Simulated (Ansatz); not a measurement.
TaN: band structure with PBEsol

The system is TaN.

```
Ta N
1.0
     5.19600    0.00000    0.00000
    -2.59800    4.49987    0.00000
     0.00000    0.00000    2.91100
Ta N
3 3
Direct
  0.00000 0.00000 0.00000
  0.66667 0.33333 0.50000
  0.33333 0.66667 0.50000
  0.00000 0.39285 0.00000
  0.60715 0.60715 0.00000
  0.39285 0.00000 0.00000
```

```json
{"Program": "Ansatz 0.2.0", "Task": "band structure", "Functional": "PBEsol", "Potentials or basis": "Ansatz PAW", "Cutoff": "420 eV (not typed: the program's choice for these potentials)", "k mesh": "6 × 6 × 9", "Occupations": "fermi-dirac, width 0.05 eV", "Spin": "no spin polarisation", "Path": "[[\"G\", \"M\", \"K\", \"G\", \"A\", \"L\", \"H\", \"A\"], [\"L\", \"M\"], [\"K\", \"H\"]]", "Points for each segment of the path": "14"}
```

```yaml
Pressure: -3.8 GPa
Largest_force: 0.017 eV/Å
Band_gap_on_the_k_mesh: none (metal or under the smearing width)
```

Forces on the atoms (eV/Å):
```
Ta   0.000  0.000  0.000
Ta   0.000  0.000  0.000
Ta   0.000  0.000  0.000
N   -0.008  0.015  0.000
N   -0.008 -0.015  0.000
N    0.017  0.000  0.000
```

Stress tensor (GPa, compression positive):
```
-3.22  0.00  0.00
 0.00 -3.22  0.00
 0.00  0.00 -4.89
```

Levels at the corners of the path, in eV from the Fermi level:
```tsv
point	band 24	band 25	band 26	band 27	band 28	band 29	band 30	band 31
Γ	-4.22	-3.30	-1.89	-0.89	-0.89	0.60	0.60	1.85
M	-3.87	-3.83	-2.82	-2.61	1.22	1.82	1.94	2.43
K	-4.00	-3.67	-2.57	-2.57	1.24	1.70	1.70	2.06
Γ	-4.22	-3.30	-1.89	-0.89	-0.89	0.60	0.60	1.85
A	-4.31	-2.85	-2.85	1.94	1.94	2.02	2.21	2.21
L	-3.98	-3.23	-1.93	-0.92	0.53	1.38	3.28	3.32
H	-3.99	-2.53	-2.53	-1.69	2.54	2.54	2.59	2.63
A	-4.31	-2.85	-2.85	1.94	1.94	2.02	2.21	2.21
L	-3.98	-3.23	-1.93	-0.92	0.53	1.38	3.28	3.32
M	-3.87	-3.83	-2.82	-2.61	1.22	1.82	1.94	2.43
K	-4.00	-3.67	-2.57	-2.57	1.24	1.70	1.70	2.06
H	-3.99	-2.53	-2.53	-1.69	2.54	2.54	2.59	2.63
```

It took 9.4 s on 2 threads of Intel(R) Xeon(R) 6975P-C (Granite Rapids), on a shared host, peak memory 0.49 GiB.

Caveat: the pressure holds a Pulay correction of +0.5 GPa for the finite cutoff; spin-orbit coupling is left out, which moves the levels of the heavy elements; the PAW data sets come from PBE, with cores solved anew for the run's functional, which leaves a small shift of forces and pressure.
